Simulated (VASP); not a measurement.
Here is a VASP 6.6.1 calculation.

The input INCAR:

```
SYSTEM = W
ALGO     = Normal         ! electronic algorithm
DIPOL    = 0.5 0.5 0.500
EDIFF    = 1E-6           ! SCF threshold, eV
ENCUT    = 520            ! plane-wave cutoff, eV
GGA      = PE             ! functional
IDIPOL   = 3            
ISIF     = 2              ! what is computed and relaxed
ISMEAR   = 1              ! smearing method
LASPH    = .True.         ! aspherical terms in the spheres
LCHARG   = .True.         ! write CHGCAR
LDIPOL   = .True.       
LELF     = .True.         ! ELF
LREAL    = .False.        ! projectors in reciprocal space
LVACPOTAV= .True.       
LVHAR    = .True.       
LWAVE    = .False.        ! write WAVECAR
NELM     = 60             ! most SCF steps
PREC     = Accurate       ! precision mode
SIGMA    = 0.1            ! smearing width, eV
```

Contents of KPOINTS:

```
k-points
0
Gamma
  12 12 1
  0 0 0
```

File POSCAR:

```
W                                       
1.0
    2.8655568500      0.0000000000      0.0000000000
   -0.9551856200      2.7016728600      0.0000000000
    0.0000000000      0.0000000000     24.1867782300
  W             
     3
Direct
     0.0000000000000000    0.0000000000000000    0.4131681773533857
     0.5000000000000000    0.5000000000000000    0.5000000000000000
     0.0000000000000000    0.0000000000000000    0.5868318226466143
```

Potentials or basis: VASP PAW PBE potentials, release 64 (W_sv).

Run with:

```console
$ cat potpaw_PBE.64/W_sv/POTCAR > POTCAR
$ mpirun -np 1 vasp_std > vasp.out
```

**Question.** Predict the work function of the upper face.

**Answer.** 4.76 eV.

**Question.** What does it give for the work function of the lower face?

**Answer.** 4.76 eV.

**Question.** Estimate the largest force.

**Answer.** 0.009 eV/Å.

**Question.** What does it give for the band gap on the k mesh?

**Answer.** None (metal or under the smearing width).

Forces on the atoms (eV/Å):
```
W    0.000  0.000  0.009
W    0.000  0.000  0.000
W    0.000  0.000 -0.009
```

Spin-orbit coupling is left out, which matters for the levels of W.
